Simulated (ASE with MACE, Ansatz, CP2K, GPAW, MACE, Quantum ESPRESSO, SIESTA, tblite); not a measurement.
# Running CsCl-type VRu, displaced supercell (54 atoms) with machine-learned potentials

How do the settings of machine-learned potentials change the result for CsCl-type VRu, displaced supercell (54 atoms)? A plane-wave run serves as the yardstick.

Program: ASE with MACE. Level of theory: the method is named at each step. Results are calculated unless marked as measured.

## (1) The starting structure

The cell holds 54 atoms: 27 V and 27 Ru. Its edges and angles: a = 8.970 Å, b = 8.970 Å, c = 8.970 Å, α = 90.0°, β = 90.0°, γ = 90.0°. It derives from VRu (CsCl-type), repeated 3×3×3. CsCl-type VRu (a = 2.99 Å), 3 x 3 x 3 conventional cells; every coordinate displaced by a Gaussian of 0.02 Å. Then every atom was moved at random, 0.05 Å r.m.s. a Cartesian component.

The yardstick, on the same geometry:

| Item | Value |
| --- | --- |
| method | Kohn-Sham DFT, PBE, SSSP efficiency 1.3.0 pseudopotentials, plane waves (Quantum ESPRESSO 7.5); sssp-pbe-1.3.0-efficiency, cutoffs 45/360 Ry, Γ point |
| r.m.s. force component | 0.5492 eV/Å |
| longest force | 2.035 eV/Å |
| pressure | 5.054 GPa |
| time | 1.8 min on 4 MPI ranks of Arm Neoverse V2, shared host |
| CPU time | 7.1 min |

## (2) MACE MP-0b2 small potential

Method: machine-learned interatomic potential MACE MP-0b2 small, trained on PBE(+U) plane-wave data.

File run.py:

```python
import numpy as np
from ase.io import read
import mlip  # loads the published weights by name

atoms = read("structure.xyz")
atoms.calc = mlip.calc("mace-mp-0b2-small")
energy = atoms.get_potential_energy()
forces = atoms.get_forces()
print(f"energy {energy:.6f} eV")
print("forces (eV/A)")
for i, (a, f) in enumerate(zip(atoms, forces)):
    print(f"{i:4d} {a.symbol:2s} {f[0]:10.5f} {f[1]:10.5f} {f[2]:10.5f}")
stress = -atoms.get_stress(voigt=False) * 160.21766
print("stress (GPa, compression positive)")
for row in stress:
    print(" ".join(f"{x:10.4f}" for x in row))
```

File structure.xyz:

```xyz
54
Lattice="8.97000 0.00000 0.00000 0.00000 8.97000 0.00000 0.00000 0.00000 8.97000" Properties=species:S:1:pos:R:3 pbc="T T T"
V 8.94919 0.04790 0.05552
Ru 1.57011 1.43385 1.57827
V 0.06109 8.92371 2.95678
Ru 1.43260 1.50400 4.59237
V 0.00072 8.86290 5.98765
Ru 1.45942 1.37564 7.42142
V 8.95735 3.03688 8.89698
Ru 1.48346 4.47576 1.46023
V 0.02009 2.96701 3.06532
Ru 1.49898 4.50976 4.36695
V 8.95170 2.90727 6.03950
Ru 1.52804 4.57551 7.55095
V 8.88945 6.05251 8.88165
Ru 1.40623 7.54861 1.58625
V 8.91430 5.99106 2.91274
Ru 1.49207 7.44815 4.48123
V 8.94758 6.02901 5.92747
Ru 1.45296 7.55355 7.52323
V 3.07841 8.96157 0.10764
Ru 4.51496 1.49925 1.54158
V 3.07617 8.94318 3.05141
Ru 4.47056 1.49934 4.50796
V 3.05124 8.90030 5.95599
Ru 4.50258 1.48086 7.58638
V 3.01679 2.94153 0.06790
Ru 4.46527 4.49783 1.55881
V 2.92664 2.97275 2.99230
Ru 4.47971 4.50429 4.42302
V 2.98656 2.98459 6.01959
Ru 4.55811 4.46930 7.50762
V 2.93247 6.02533 8.85895
Ru 4.46921 7.53184 1.51692
V 2.99903 5.93706 2.99544
Ru 4.57587 7.43981 4.54797
V 3.00136 6.03268 5.98505
Ru 4.43638 7.47273 7.52691
V 6.01044 0.09284 0.03418
Ru 7.49605 1.53988 1.49306
V 5.91096 8.92721 2.93050
Ru 7.47353 1.48355 4.47576
V 6.05188 0.06871 5.95760
Ru 7.49650 1.47000 7.51381
V 6.01492 2.91381 0.07553
Ru 7.49847 4.40723 1.45538
V 5.97976 3.00558 3.01823
Ru 7.53543 4.55828 4.63300
V 5.95949 2.90655 6.06776
Ru 7.46950 4.55210 7.44295
V 5.95115 5.97420 8.95601
Ru 7.47928 7.37478 1.56491
V 5.92765 5.97402 2.95337
Ru 7.54601 7.44680 4.55021
V 5.85580 6.00891 6.02228
Ru 7.41030 7.41039 7.53794
```

On the command line:

```bash
OMP_NUM_THREADS=1 python run.py > output.txt
```

The program printed:

```text
energy -506.888764 eV
forces (eV/A)
   0 V     0.03532   -0.08481   -0.01222
   1 Ru   -0.35424    0.42850   -0.17688
   2 V    -0.46902    0.36549    0.39945
   3 Ru    0.28219   -0.08198   -0.46090
   4 V    -0.10765    0.22361   -0.05575
   5 Ru    0.36807    0.58806    0.52881
   6 V     0.31835    0.01406    0.10906
   7 Ru    0.02649    0.01176    0.06340
   8 V    -0.05097    0.17789   -0.07908
   9 Ru    0.03352   -0.07849    0.59830
  10 V     0.07262    0.23768   -0.14531
  11 Ru   -0.05008   -0.36379   -0.50690
  12 V     0.30780   -0.20415    0.33150
  13 Ru    0.61985   -0.63631   -0.51617
  14 V     0.11822   -0.43614    0.18096
  15 Ru    0.22424    0.14079    0.16489
  16 V     0.41860   -0.27330    0.34833
  17 Ru    0.16143   -0.38941    0.10712
  18 V    -0.46924    0.04036   -0.26819
  19 Ru   -0.02395    0.26743    0.24042
  20 V    -0.31649    0.08021    0.12222
  21 Ru    0.05509    0.14523    0.10825
  22 V    -0.11184    0.17940    0.01246
  23 Ru   -0.25871   -0.01343   -0.50067
[...]
46 V     0.01735    0.24325   -0.27405
  47 Ru    0.14573   -0.46812    0.43342
  48 V    -0.02505   -0.20466    0.29536
  49 Ru   -0.37697    0.37118   -0.18103
  50 V     0.33767   -0.19336    0.17407
  51 Ru   -0.56340    0.15363   -0.30512
  52 V     0.24815   -0.26809   -0.07143
  53 Ru   -0.09406    0.57822   -0.14154
stress (GPa, compression positive)
    7.1086    -0.0281     0.1093
   -0.0281     7.5460    -0.0193
    0.1093    -0.0193     7.6421
```

Run time: 6.5 s. Hardware: 1 thread of Arm Neoverse V2, shared host; peak memory 0.66 GiB.

Banners, paths, timers and routine set-up lines are dropped from the logs unmarked, and long logs keep their key lines alone; longer cuts are marked.

Compared with the plane-wave run:

* r.m.s. force component: 0.2741 eV/Å
* r.m.s. difference of force components: 318.5 meV/Å
* longest difference of force vectors: 1011 meV/Å
* force difference over r.m.s. force: 57.99 %
* slope of forces against the reference's: 0.4564
* correlation of force components: 0.9145
* pressure: 7.432 GPa
* pressure difference: 2.378 GPa

Length of the force difference by element (eV/Å):

```csv
element,atoms,mean,most
Ru,27,0.51,1.0
V,27,0.50,0.93
```

The surroundings of Ru14, picked at random, nearest first, numbered as they follow in the input and with coordinates relative to it.

```csv
atom,x,y,z,distance (Å),bonds,Fx,Fy,Fz (eV/Å)
Ru14,0.00,0.00,0.00,0.00,14,0.62,-0.64,-0.52
V3,-1.35,1.38,1.37,2.36,14,-0.47,0.37,0.40
V15,-1.46,-1.56,1.33,2.51,14,0.12,-0.44,0.18
V1,-1.43,1.47,-1.53,2.56,14,0.04,-0.08,-0.01
V21,1.67,1.39,1.47,2.62,14,-0.32,0.08,0.12
V19,1.67,1.41,-1.48,2.64,14,-0.47,0.04,-0.27
V33,1.59,-1.61,1.41,2.67,14,-0.05,0.11,-0.14
V13,-1.49,-1.50,-1.67,2.69,14,0.31,-0.20,0.33
V31,1.53,-1.52,-1.70,2.74,14,0.07,-0.16,0.44
Ru2,0.16,2.86,-0.01,2.86,14,-0.35,0.43,-0.18
Ru16,0.09,-0.10,2.89,2.90,14,0.22,0.14,0.16
Ru50,-2.90,-0.17,-0.02,2.90,14,-0.38,0.37,-0.18
Ru18,0.05,0.00,-3.03,3.03,14,0.16,-0.39,0.11
Ru32,3.06,-0.02,-0.07,3.06,14,0.07,-0.49,0.07
Ru8,0.08,-3.07,-0.13,3.08,14,0.03,0.01,0.06
```

Atoms are counted from 1 here, from 0 in the log.

Forces lie 58 % from the reference's, at 0.014 times its CPU time (on 1 against 4 cores).

## (3) MACE MPA-0 medium potential

Method: machine-learned interatomic potential MACE MPA-0 medium, trained on PBE(+U) plane-wave data.

run.py: that of step 2 with these lines changed.

```diff
@@ -5,3 +5,3 @@
 atoms = read("structure.xyz")
-atoms.calc = mlip.calc("mace-mp-0b2-small")
+atoms.calc = mlip.calc("mace-mpa-0-medium")
 energy = atoms.get_potential_energy()
```

structure.xyz is that of step 2.

The program printed:

```text
energy -507.263958 eV
forces (eV/A)
   0 V     0.03928   -0.13482   -0.09044
   1 Ru   -0.53130    0.60523   -0.38622
   2 V    -0.77574    0.55839    0.61737
   3 Ru    0.44707   -0.47675   -0.80166
   4 V    -0.14847    0.50712   -0.04506
   5 Ru    0.61542    0.80269    0.97149
   6 V     0.56907   -0.19987    0.18838
   7 Ru   -0.04532    0.32490    0.19218
   8 V    -0.23467    0.26320   -0.31675
   9 Ru   -0.01847   -0.03107    1.20782
  10 V     0.16725    0.63274   -0.10762
  11 Ru   -0.15836   -0.56938   -0.95923
  12 V     0.56944   -0.33664    0.61495
  13 Ru    0.95708   -1.12411   -0.88948
  14 V     0.18740   -0.64213    0.32593
  15 Ru    0.26289    0.26489    0.08881
  16 V     0.62636   -0.55924    0.59428
  17 Ru    0.19893   -0.47518    0.11771
  18 V    -0.83365    0.08721   -0.50359
  19 Ru   -0.07246    0.44739    0.26880
  20 V    -0.54886    0.05123    0.19453
  21 Ru   -0.03027    0.22473   -0.01198
  22 V    -0.21308    0.36835    0.18011
  23 Ru   -0.43083   -0.24315   -0.63930
[...]
46 V     0.12466    0.62570   -0.44336
  47 Ru    0.04638   -0.63161    0.69152
  48 V    -0.13773   -0.21346    0.51342
  49 Ru   -0.43238    0.74601   -0.38790
  50 V     0.62851   -0.25573    0.35392
  51 Ru   -0.84867    0.25383   -0.57403
  52 V     0.64039   -0.39529   -0.22527
  53 Ru   -0.06020    0.90817   -0.30982
stress (GPa, compression positive)
    4.7403    -0.0635     0.1241
   -0.0635     5.5373    -0.0698
    0.1241    -0.0698     5.5116
```

Wall time 6.2 s (1 thread); peak memory 0.84 GiB.

Compared with the plane-wave run:

```
r.m.s. force component                  : 0.4765 eV/Å
r.m.s. difference of force components   : 214.9 meV/Å
longest difference of force vectors     : 656.2 meV/Å
force difference over r.m.s. force      : 39.13 %
slope of forces against the reference's : 0.7998
correlation of force components         : 0.9218
pressure                                : 5.263 GPa
pressure difference                     : 0.2094 GPa
```

Against the first run (58 %), the force difference from the reference is 39 %, at 1.0 times the CPU time.

## (4) MACE MP-0b3 medium potential

Method: machine-learned interatomic potential MACE MP-0b3 medium, trained on PBE(+U) plane-wave data.

run.py: that of step 3 with these lines changed.

```diff
@@ -5,3 +5,3 @@
 atoms = read("structure.xyz")
-atoms.calc = mlip.calc("mace-mpa-0-medium")
+atoms.calc = mlip.calc("mace-mp-0b3-medium")
 energy = atoms.get_potential_energy()
```

structure.xyz is that of step 3.

The program printed:

```text
energy -506.691072 eV
forces (eV/A)
   0 V     0.01413   -0.14160   -0.02419
   1 Ru   -0.51683    0.51529   -0.37535
   2 V    -0.66492    0.58011    0.52474
   3 Ru    0.48141   -0.21367   -0.47876
   4 V    -0.22232    0.36882   -0.04652
   5 Ru    0.49442    0.66060    0.63440
   6 V     0.49257   -0.19010    0.14435
   7 Ru   -0.02623    0.11309   -0.05566
   8 V    -0.19584    0.15298   -0.23012
   9 Ru   -0.05376   -0.02306    1.00781
  10 V     0.17479    0.59075   -0.10577
  11 Ru   -0.10243   -0.60941   -0.70903
  12 V     0.49643   -0.35629    0.53678
  13 Ru    0.88706   -0.79601   -0.67710
  14 V     0.19241   -0.60269    0.33313
  15 Ru    0.32590    0.06501    0.02284
  16 V     0.54275   -0.36519    0.46378
  17 Ru    0.22050   -0.32171    0.01582
  18 V    -0.68444    0.07840   -0.46106
  19 Ru   -0.16165    0.35179    0.29581
  20 V    -0.43190    0.06436    0.25220
  21 Ru    0.08033    0.20686    0.12649
  22 V    -0.12386    0.36892    0.07309
  23 Ru   -0.38609   -0.00559   -0.71565
[...]
46 V     0.01426    0.39826   -0.48573
  47 Ru    0.02444   -0.56540    0.17693
  48 V    -0.14288   -0.17852    0.42900
  49 Ru   -0.45264    0.64903   -0.38613
  50 V     0.46874   -0.26955    0.20795
  51 Ru   -0.79418    0.20265   -0.48581
  52 V     0.47557   -0.35120   -0.12036
  53 Ru   -0.08035    0.81178   -0.23233
stress (GPa, compression positive)
    7.6829    -0.0376     0.1137
   -0.0376     7.9071    -0.0773
    0.1137    -0.0773     7.8638
```

Wall time 6.2 s (1 thread); peak memory 0.84 GiB.

Against the reference:

```
r.m.s. force component                  : 0.3986 eV/Å
r.m.s. difference of force components   : 244.7 meV/Å
longest difference of force vectors     : 777.7 meV/Å
force difference over r.m.s. force      : 44.56 %
slope of forces against the reference's : 0.6641
correlation of force components         : 0.915
pressure                                : 7.818 GPa
pressure difference                     : 2.764 GPa
```

Against the first run (58 %), the force difference from the reference is 45 %, at 1.0 times the CPU time.

## (5) All runs compared

Differences are against the plane-wave reference, forces as r.m.s. over components; share is that over the reference's r.m.s. force, slope the least-squares factor from reference forces to these. Total energies of different programs have different zeros and aren't compared.

```csv
run,"Δ force, r.m.s. (meV/Å)",share (%),slope,Δ pressure (GPa),cores,CPU time,memory (GiB)
reference,-,-,-,-,4,7.1 min,1.9
MACE MP-0b2 small potential,318,58.0,0.456,2.38,1,6 s,0.66
MACE MPA-0 medium potential,215,39.1,0.800,0.209,1,6.2 s,0.84
MACE MP-0b3 medium potential,245,44.6,0.664,2.76,1,6.2 s,0.84
```

Times of the machine-learned potentials are mostly Python's start and the loading of weights.

CPU time is summed over cores on a shared host, where runs went side by side, so it is rough. Symmetry, cutoffs, thresholds, outputs and thread counts weren't matched or tuned between programs; memory under MPI is the largest rank's times the ranks.

## (6) Outcome

```json
{
  "nearest in forces": "MACE MPA-0 medium potential, 39 %",
  "its CPU time": "6.2 s"
}
```

In words: Machine-learned potentials differ by 39 % (MACE MPA-0 medium potential) to 58 % (MACE MP-0b2 small potential); they were trained on other programs' data. Among those trained on PBE data the slope goes as low as 0.46, which softening far from their training structures can give, though the reference's k-sampling is untested too. The reference's pressure holds the uncorrected Pulay stress of its 45 Ry basis, so small pressure differences, and their order, may be the reference's own error. The electron count is odd in QE PBE, sssp-1.3.0-efficiency, 45/360 Ry, and they have no spin polarisation, so the unpaired electron is spread evenly over both spins. Machine-learned potentials mimic data converged in k, so the reference's own k-point error enters their differences. The reference's pressure of 5.1 GPa belongs to a cell and atoms that aren't relaxed at this level. The electronic-structure runs sample only Γ, in a cell whose shortest periodic width is 9 Å, which is coarse for a cell with partly filled levels.

[Also dropped from logs without a mark: logging warnings of Python, and SIESTA's first energy breakdown and zero terms.]

[Logs are printed without paths, hosts, clocks, repeated set-up lines and the standing remarks that a program may print on its own settings, such as how far it seeks lower states.]

[Hosts, paths, dates, database ids (printed as entryN), source tags and the programs' standing remarks are cut or masked in the printed files.]
